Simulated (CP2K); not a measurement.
InSe:

```
In Se
1.0
     8.75025    0.00000    0.00000
     7.83599    3.89411    0.00000
     7.83599    1.83973    3.43213
In Se
2 2
Direct
  0.88860 0.88860 0.88860
  0.00000 0.00000 0.00000
  0.17190 0.17190 0.17190
  0.38350 0.38350 0.38350
```

Base run:

```yaml
Program: CP2K 2026.2
Functional: TASK
Potentials_or_basis: POTENTIAL_UZH In GTH-PBE-q13, Se GTH-PBE-q6; TZVP-MOLOPT-PBE-GTH basis
Density_cutoff: 9184 eV
k_mesh: 8 × 8 × 8
Occupations: fermi-dirac, width 0.05 eV
Spin: no spin polarisation
```

Its results: band gap on the k mesh 0.89 eV, direct; pressure 3.1 GPa; largest force 0.579 eV/Å.

Q: The run is repeated on the same cell with these changes: functional from TASK to PBE. What comes out?

A: Band gap on the k mesh 0.42 eV, direct; pressure 3.3 GPa; largest force 0.451 eV/Å.

TASK gives the wider gap, since meta-GGAs in the generalised Kohn-Sham scheme recover part of the derivative discontinuity.

Caveats: spin-orbit coupling is left out, which moves the levels of the heavy elements; the basis of atomic orbitals isn't converged, which shifts pressures, moduli and gaps; the potentials were made for another functional, which shifts forces and pressure (some runs).

A k mesh can miss the band edges.
